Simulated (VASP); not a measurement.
Crystal: Mo.

```
Mo
1.0
    -1.58381    1.58381    1.58381
     1.58381   -1.58381    1.58381
     1.58381    1.58381   -1.58381
Mo
1
Direct
  0.00000 0.00000 0.00000
```

| Property | Result |
| --- | --- |
| Program | VASP 6.6.1 |
| Task | relaxation of cell and atoms |
| Functional | vdW-DF-cx |
| Potentials or basis | VASP PAW PBE potentials, release 64 (Mo_sv) |
| Cutoff | 600 eV |
| k mesh | 12 × 12 × 12 |
| Occupations | fermi-dirac, width 0.05 eV |
| Spin | no spin polarisation |

At the start: pressure -8.0 GPa; volume 15.89 Å³/atom.

Task: Where does the relaxation end?

Result: Over 4 steps the energy falls by 12.4 meV/atom and the volume is 15.42 Å³/atom (-3.0 %); space group Im-3m (No. 229, to 0.05 Å).

Step by step:
```tsv
step	energy change (eV)	largest force (eV/Å)	pressure (GPa)	volume (Å³)
1	0.0000	0.0000	-8.05	15.89
2	0.0980	0.0000	29.62	14.13
3	-0.0123	0.0000	-0.27	15.43
4	-0.0124	0.0000	-0.07	15.42
```

Final structure:
```xyz
1
Lattice="-1.5679 1.5679 1.5679 1.5679 -1.5679 1.5679 1.5679 1.5679 -1.5679" Properties=species:S:1:pos:R:3 pbc="T T T"
Mo    1.5679    1.5679    1.5679
```

Caveat: the PAW data sets were made with another functional, which shifts forces and pressure a little.
